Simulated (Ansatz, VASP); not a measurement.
## Si: VASP beside Ansatz

```xyz
6
Lattice="3.8403 0.0000 0.0000 -1.9201 3.3258 0.0000 0.0000 0.0000 9.4134" Properties=species:S:1:pos:R:3 pbc="T T T"
Si    0.0000    0.0000   -0.0004
Si    0.0000    2.2172    0.7849
Si    0.0000    2.2172    3.1374
Si    1.9201    1.1086    3.9227
Si    1.9201    1.1086    6.2752
Si    0.0000    0.0000    7.0605
```

Alike in both runs: functional PBEsol; k mesh 12 × 12 × 4; occupations gaussian, width 0.05 eV; no spin polarisation.

Ansatz relaxed the structure, and its values are those at the end. VASP's run is a single point on that final structure, the one shown.

|  | VASP | Ansatz |
| --- | --- | --- |
| version | VASP 6.6.1 | Ansatz 0.2.0 |
| potentials or method | VASP PAW PBE potentials, release 64 (Si) | scalar-relativistic, plane waves, PAW |
| plane-wave cutoff (eV) | 520 | 420 |
| valence electrons in the cell | 24 | 24 |

VASP gave:

| Property | Result |
| --- | --- |
| gap on the k mesh at the Fermi level (eV) | 0.50 |
| least direct gap on the mesh (eV) | 1.60 |
| pressure (GPa) | 0.2 |

What did Ansatz give for the same quantities?

gap on the k mesh at the Fermi level (eV): 0.51; least direct gap on the mesh (eV): 1.60; pressure (GPa): 0.1.

The functional is the same, so the differences come from potentials, cutoffs and numerics.

Caveats: the PAW data sets were made with another functional, which shifts forces and pressure a little (VASP). A k mesh can miss the band edges.
